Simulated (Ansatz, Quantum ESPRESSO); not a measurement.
This is a calculation of Pd (Palladium) for Quantum ESPRESSO 7.5 (ASE script). 

The input run.py:

```python
import numpy as np
from ase.calculators.espresso import Espresso, EspressoProfile
from ase.io import read

atoms = read('POSCAR')

input_data = {
    'control': {'calculation': 'scf', 'prefix': 'pwscf', 'outdir': './tmp', 'tprnfor': True, 'tstress': True, 'disk_io': 'low'},
    'system': {'ecutwfc': 82.0, 'nbnd': 15, 'input_dft': 'revpbe', 'occupations': 'smearing', 'smearing': 'fd', 'degauss': 0.00367493},
    'electrons': {'conv_thr': 2e-10, 'electron_maxstep': 120, 'mixing_beta': 0.5},
}
pseudopotentials = {'Pd': 'Pd.upf'}
profile = EspressoProfile(command='pw.x', pseudo_dir='pseudo')
dft = Espresso(profile=profile, input_data=input_data, pseudopotentials=pseudopotentials, kpts=(12, 12, 12), koffset=(0, 0, 0))
atoms.calc = dft

from ase.optimize import FIRE
from ase.filters import FrechetCellFilter
done = FIRE(FrechetCellFilter(atoms), trajectory='opt.traj').run(fmax=0.02, steps=30)
print('converged', done)
print('cell (A)', np.round(atoms.cell.cellpar(), 5))
print(f'energy {atoms.get_potential_energy():.8f} eV')
print('forces (eV/A)')
print(np.round(atoms.get_forces(), 6))
print('stress (eV/A^3, Voigt)')
print(np.round(atoms.get_stress(), 8))
print(f'Fermi level {dft.get_fermi_level():.4f} eV')
```

Contents of POSCAR:

```
Pd
1.0
    0.0000000000      1.9465000000      1.9465000000
    1.9465000000      0.0000000000      1.9465000000
    1.9465000000      1.9465000000      0.0000000000
Pd
1
Direct
    0.0000000000      0.0000000000      0.0000000000
```

Potentials or basis: Ansatz NC SR PBE.

Command:

```sh
$ OMP_NUM_THREADS=1 python run.py
```

Set up the same calculation for Ansatz 0.2.0. Potentials or basis there: Ansatz PAW, cutoff 420 eV.

As run (cutoffs and basis follow the program's own potentials, and thresholds, step limits or extra output files can differ):

Contents of input.yaml:

```yaml
crystal:
  lattice:
    - [0.0, 1.9465, 1.9465]
    - [1.9465, 0.0, 1.9465]
    - [1.9465, 1.9465, 0.0]
  atoms:
    - { symbol: Pd, position: [0.0, 0.0, 0.0] }
hamiltonian:
  xc: revpbe
  pseudopotentials: { kind: paw }
kpoints:
  mp_grid: { grid: [12, 12, 12] }
scf:
  occupations: { method: fermi_dirac, width: 0.05 }
output:
  forces: true
  stress: true
relax:
  f_tol: 0.01
  max_steps: 40
  cell: { stress_tol: 0.05 }
```

Potentials or basis: Ansatz PAW.

The run is started by

```sh
$ ansatz run input.yaml --threads 2 --pin off --max-ram 5632MiB --backend cpu --events-out ev --progress --plain --runs-dir out
```

Both were run:

|  | Quantum ESPRESSO | Ansatz |
| --- | --- | --- |
| Relaxed volume | 15.62 Å³/atom | 15.62 Å³/atom |
| Relaxed cell | a = 2.806 Å, b = 2.806 Å, c = 2.806 Å, α = 60.00°, β = 60.00°, γ = 60.00° | a = 2.806 Å, b = 2.806 Å, c = 2.806 Å, α = 60.00°, β = 60.00°, γ = 60.00° |
| Space group after relaxing | Fm-3m (No. 225) | Fm-3m (No. 225) |
| Pressure after relaxing | -0.1 GPa | 0.0 GPa |

Ansatz's pressure holds a Pulay term of +0.07 GPa for its cutoff of 420 eV, which the other run lacks.

Quantum ESPRESSO's potentials were made for PBE. Ansatz's potentials were made for PBE.

Where Ansatz's input types no cutoff or centring, it takes its own default and a Γ-centred mesh.

Pressure is positive in compression.
